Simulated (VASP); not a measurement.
A run of VASP 6.6.1:

Contents of INCAR:

```
PREC     = Accurate       # precision mode
ENCUT    = 600            # plane-wave cutoff, eV
EDIFF    = 1E-6           # SCF threshold, eV
ISMEAR   = -1             # smearing method
SIGMA    = 0.05           # smearing width, eV
LREAL    = F              # projectors in reciprocal space
LASPH    = T              # aspherical terms in the spheres
NELM     = 100            # most SCF steps
ALGO     = Normal         # electronic algorithm
ISIF     = 3              # what is computed and relaxed
LWAVE    = F              # write WAVECAR
LCHARG   = F              # write CHGCAR
IBRION   = 2              # ionic algorithm
NSW      = 40             # ionic steps
EDIFFG   = -0.01          # ionic threshold
PSTRESS  = 0
```

File KPOINTS:

```
regular mesh
0
Gamma
  9 6 6
```

Contents of POSCAR:

```
Sb
1.0
    3.1224020000      0.0000000000      0.0000000000
    0.0000000000      4.3475180000      0.0000000000
   -0.0389150000      0.0000000000      4.4058520000
Sb
2
Direct
    0.0113890000      0.2500000000      0.2411660000
    0.9886110000      0.7500000000      0.7588340000
```

Potentials or basis: VASP PAW LDA potentials, release 64 (Sb).

Command:

```bash
$ cat potpaw_LDA.64/Sb/POTCAR > POTCAR
$ mpirun -np 1 vasp_std > vasp.out
```

Hardware: 1 thread of Intel(R) Xeon(R) 6975P-C (Granite Rapids), with other jobs on the host.

Q: Estimate the wall time of this run.

A: Run time: 2.7 min on 1 thread of Intel(R) Xeon(R) 6975P-C (Granite Rapids), with other jobs on the host, peak memory 0.23 GiB. Counts: scf iterations 90, k points 112, ion steps 19.
